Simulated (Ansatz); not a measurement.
A relaxation computed with Ansatz, from input to last step.

```yaml
crystal:
  lattice:
    - [4.8382036358, 0.0, 0.0]
    - [0.0, 4.8382036358, 0.0]
    - [0.0, 0.0, 3.0271270398]
  atoms:
    - { symbol: Hf, position: [0.0, 0.0, 0.0] }
    - { symbol: Hf, position: [0.5, 0.5, 0.5] }
    - { symbol: O, position: [0.1976035404, 0.8023964596, 0.5] }
    - { symbol: O, position: [0.3023964596, 0.3023964596, 0.0] }
    - { symbol: O, position: [0.6976035404, 0.6976035404, 0.0] }
    - { symbol: O, position: [0.8023964596, 0.1976035404, 0.5] }
basis:
  ecutwfc: 500
kpoints:
  mp_grid: { grid: [6, 6, 8] }
hamiltonian:
  xc: r2scan
scf:
  occupations: { method: gaussian, width: 0.02 }
output:
  forces: true
  stress: true
  eigenvalues: true
relax:
  adjacent_minimum: "off"
  f_tol: 0.008
  max_steps: 40
```

```bash
ansatz run input.yaml --threads 1 --pin off --max-ram 2560MiB --backend cpu --events-out ev --progress --plain --runs-dir out
```

All numbers below come from DFT r2SCAN, scalar-relativistic, plane waves, PAW (Ansatz).

Of 4 frames 3 are shown, positions in Å and forces in eV/Å; the SCF threshold varies from step to step.

```xyz
6
Lattice="4.8382 0.0000 0.0000 0.0000 4.8382 0.0000 0.0000 0.0000 3.0271" Properties=species:S:1:pos:R:3:forces:R:3 pbc="T T T" step=1 free_energy_over_end_meV_per_atom=1.15
Hf    0.0000    0.0000    0.0000    0.0000    0.0000    0.0000
Hf    2.4191    2.4191    1.5136    0.0000    0.0000    0.0000
O     0.9560    3.8822    1.5136    0.2211   -0.2211    0.0000
O     1.4631    1.4631    0.0000   -0.2211   -0.2211    0.0000
O     3.3751    3.3751    0.0000    0.2211    0.2211    0.0000
O     3.8822    0.9560    1.5136   -0.2211    0.2211    0.0000
6
Lattice="4.8382 0.0000 0.0000 0.0000 4.8382 0.0000 0.0000 0.0000 3.0271" Properties=species:S:1:pos:R:3:forces:R:3 pbc="T T T" step=2 free_energy_over_end_meV_per_atom=0.04
Hf    0.0000    0.0000    0.0000    0.0000    0.0000    0.0000
Hf    2.4191    2.4191    1.5136    0.0000    0.0000    0.0000
O     0.9624    3.8758    1.5136    0.0404   -0.0404    0.0000
O     1.4567    1.4567    0.0000   -0.0404   -0.0404    0.0000
O     3.3815    3.3815    0.0000    0.0404    0.0404    0.0000
O     3.8758    0.9624    1.5136   -0.0404    0.0404    0.0000
6
Lattice="4.8382 0.0000 0.0000 0.0000 4.8382 0.0000 0.0000 0.0000 3.0271" Properties=species:S:1:pos:R:3:forces:R:3 pbc="T T T" step=4 free_energy_over_end_meV_per_atom=0.00
Hf    0.0000    0.0000    0.0000    0.0000    0.0000    0.0000
Hf    2.4191    2.4191    1.5136    0.0000    0.0000    0.0000
O     0.9638    3.8744    1.5136    0.0002   -0.0002    0.0000
O     1.4553    1.4553    0.0000   -0.0002   -0.0002    0.0000
O     3.3829    3.3829    0.0000    0.0002    0.0002    0.0000
O     3.8744    0.9638    1.5136   -0.0002    0.0002    0.0000
```

Time: 2.4 min on 1 thread of Intel(R) Xeon(R) Processor @ 2.50GHz (Skylake/Cascade Lake) (shared host), peak memory 0.62 GiB.

Spin–orbit coupling is left out, which can shift energies with elements as heavy as these.